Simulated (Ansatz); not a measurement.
A plane-wave DFT run in Ansatz 0.2.0 (scalar-relativistic PAW potentials unless the input names others): input and command.

```yaml
crystal:
  lattice:
    - [2.5115635512, 0.0, 0.0]
    - [-1.2557817756, 2.1750778385, 0.0]
    - [0.0, 0.0, 8.3607135973]
  atoms:
    - { symbol: C, position: [0.3333333333, 0.6666666667, 0.0313659012] }
    - { symbol: C, position: [0.3333333333, 0.6666666667, 0.5313659012] }
    - { symbol: C, position: [0.6666666667, 0.3333333333, 0.2849541117] }
    - { symbol: C, position: [0.6666666667, 0.3333333333, 0.7777776907] }
    - { symbol: C, position: [0.3333333333, 0.6666666667, 0.2219569661] }
    - { symbol: C, position: [0.3333333333, 0.6666666667, 0.7153112315] }
    - { symbol: C, position: [0.6666666667, 0.3333333333, 0.4699882802] }
    - { symbol: C, position: [0.6666666667, 0.3333333333, 0.9672799174] }
basis:
  ecutwfc: 420
kpoints:
  mp_grid: { grid: [12, 12, 4] }
hamiltonian:
  xc: pbe
scf:
  occupations: { method: gaussian, width: 0.05 }
output:
  forces: true
  eigenvalues: true
  stress: true
magnetization:
  spin_polarized: true
```

```bash
ansatz run input.yaml --threads 2 --pin off --max-ram 5120MiB --backend cpu --events-out ev --progress --plain --runs-dir out
```

Abridged log:
```
Pseudopotentials: kind: paw
Pseudopotential: C, paw, valence charge 4, recommended cutoff 420 eV (normal)
Functional definition: PBE
Crystal: 8 atoms, lattice volume = 45.673 Å³
Basis set: ecut = 420 eV, 885 PW (Γ), exchange–correlation on 36×36×120 points (8 copies of the dense FFT grid, shifted against one another)
Bands: 24, of which v1, the nominal top of the filled ones, is band 16 counted from 1 (15 counted from 0)
Symmetry: 6 space group operations
Space group: P3m1 (ITA 156), of the structure as read, at distance tolerance 3.6e-5 Å
k-points: 69 of 576 (time reversal used)
Initial density: superposition of atomic densities (chi_scale 0.1, normalization cell)
Initial wavefunctions: pseudopotential atomic-orbital guess
Functional: x = pbe(κ = 0.804, μ = 0.21951497), c = pbe(β = 0.06672455)
SCF iter   1: F=—  HF=-2008.255957 eV  |F-HF|=—  |Δ(HF+E_count)|=         —  Δρ=6.94e-2 (↑6.94e-2 ↓6.94e-2) dr2=6.31e0  dr2_m=0.00e0  M=0.000 μB ∫|m|=0.000 μB  β_m=0.30  ethr=3.10e-3  ⟨swp⟩=6.0  Hψ=7672  notcnv=0  defer=9
SCF iter   2: F=—  HF=-2006.880702 eV  |F-HF|=—  |Δ(HF+E_count)|=    1.38e0  Δρ=4.40e-2 (↑4.40e-2 ↓4.40e-2) dr2=2.44e0  dr2_m=0.00e0  M=0.000 μB ∫|m|=0.000 μB  β_m=0.55  ethr=3.10e-3  ⟨swp⟩=2.6  Hψ=3635  notcnv=0  defer=162
SCF iter   3: F=—  HF=-2006.230444 eV  |F-HF|=—  |Δ(HF+E_count)|=   6.50e-1  Δρ=4.23e-3 (↑4.23e-3 ↓4.23e-3) dr2=3.95e-2  dr2_m=0.00e0  M=0.000 μB ∫|m|=0.000 μB  β_m=0.53  ethr=3.10e-3  ⟨swp⟩=2.5  Hψ=3060  notcnv=0  defer=162
SCF iter   4: F=—  HF=-2006.229420 eV  |F-HF|=—  |Δ(HF+E_count)|=   1.02e-3  Δρ=2.46e-3 (↑2.46e-3 ↓2.46e-3) dr2=1.76e-2  dr2_m=0.00e0  M=0.000 μB ∫|m|=0.000 μB  β_m=0.49  ethr=1.23e-4  ⟨swp⟩=2.8  Hψ=3015  notcnv=0  defer=162
SCF iter   5: F=—  HF=-2006.227817 eV  |F-HF|=—  |Δ(HF+E_count)|=   1.60e-3  Δρ=1.15e-3 (↑1.15e-3 ↓1.15e-3) dr2=2.45e-3  dr2_m=0.00e0  M=0.000 μB ∫|m|=0.000 μB  β_m=0.53  ethr=5.50e-5  ⟨swp⟩=1.9  Hψ=2128  notcnv=0  defer=162
SCF iter   6: F=—  HF=-2006.227689 eV  |F-HF|=—  |Δ(HF+E_count)|=   1.28e-4  Δρ=2.84e-4 (↑2.84e-4 ↓2.84e-4) dr2=1.33e-4  dr2_m=0.00e0  M=0.000 μB ∫|m|=0.000 μB  β_m=0.52  ethr=7.67e-6  ⟨swp⟩=2.4  Hψ=2206  notcnv=0  defer=162
SCF iter   7: F=—  HF=-2006.227702 eV  |F-HF|=—  |Δ(HF+E_count)|=   1.24e-5  Δρ=3.73e-5 (↑3.73e-5 ↓3.73e-5) dr2=1.84e-6  dr2_m=0.00e0  M=0.000 μB ∫|m|=0.000 μB  β_m=0.65  ethr=4.14e-7  ⟨swp⟩=2.7  Hψ=2415  notcnv=0  defer=162
SCF iter   8: F=—  HF=-2006.227731 eV  |F-HF|=—  |Δ(HF+E_count)|=   2.95e-5  Δρ=9.51e-6 (↑9.51e-6 ↓9.51e-6) dr2=1.74e-7  dr2_m=0.00e0  M=0.000 μB ∫|m|=0.000 μB  β_m=0.56  ethr=5.76e-9  ⟨swp⟩=2.0  Hψ=2684  notcnv=0  defer=162
SCF iter   9: F=-2006.227731 eV  HF=-2006.227731 eV  |F-HF|=1.20e-9  |Δ(HF+E_count)|=   2.11e-8  Δρ=2.50e-6 (↑2.50e-6 ↓2.50e-6) dr2=1.06e-8  dr2_m=0.00e0  M=0.000 μB ∫|m|=0.000 μB  ethr=3.13e-10  ⟨swp⟩=11.1  Hψ=7699  notcnv=0
SCF 1 converged in 9 iterations: F = -2006.227731 eV  dr2 = 1.06e-8
SCF converged after 9 iterations
Magnetization: 0.0000 μB (16.0000 up, 16.0000 down)
Absolute magnetization: 0.0000 μB (∫|ρ↑−ρ↓|)
Spin contamination: 0.0000 ħ² per cell (⟨S²⟩ above its minimum at these occupations)
Per-site moments (μB) at R_I (Å): [(0.0, 0.63767443), (0.0, 0.63438961), (0.0, 0.63638263), (0.0, 0.63576011), (0.0, 0.63638263), (0.0, 0.63438961), (0.0, 0.63449746), (0.0, 0.63767443)]
Free energy (F): -2006.227731 eV
Harris-Foulkes:  -2006.227731 eV  (|F-HF|=1.20e-9)
Internal energy: -2006.227731 eV  (E = F + TS)
E sigma→0 (E₀):  -2006.227731 eV
Fermi energy:    15.160754 eV
--- Forces (eV/Å), atoms counted from 1 ---
  atom   1  C      0.00000000     0.00000000    -0.03497312
  atom   2  C      0.00000000     0.00000000    -0.03839836
  atom   3  C      0.00000000     0.00000000    -0.66433922
  atom   4  C      0.00000000     0.00000000     0.63727756
  atom   5  C      0.00000000     0.00000000    -0.56073355
  atom   6  C      0.00000000     0.00000000     0.64710811
  atom   7  C      0.00000000     0.00000000    -0.23817013
  atom   8  C      0.00000000     0.00000000     0.25222947
--- Stress (GPa, compression-positive) ---
        0.010879       0.000000       0.000000
        0.000000       0.010879       0.000000
        0.000000       0.000000       0.749205
  P = ⅓ Tr σ = 0.2570 GPa (2.570 kbar)
```

Apart from outputs and empty bands, the input differs from a reference run on usual settings in magnetization: not typed → {"spin_polarized": true}. The reference, at the same geometry (not necessarily relaxed), gave pressure 0.26 GPa, largest force 0.664 eV/Å, gap on the mesh 3.35 eV. This run converged in 9 SCF iterations (reference: 6) with an energy at zero smearing within 0.01 meV/atom of the reference's, pressure 0.26 GPa, largest force 0.664 eV/Å, gap on the mesh 3.35 eV.

The run took 7.4 s on 2 threads of Intel(R) Xeon(R) Platinum 8259CL CPU @ 2.50GHz (Skylake/Cascade Lake), on a shared host, peak memory 0.43 GiB.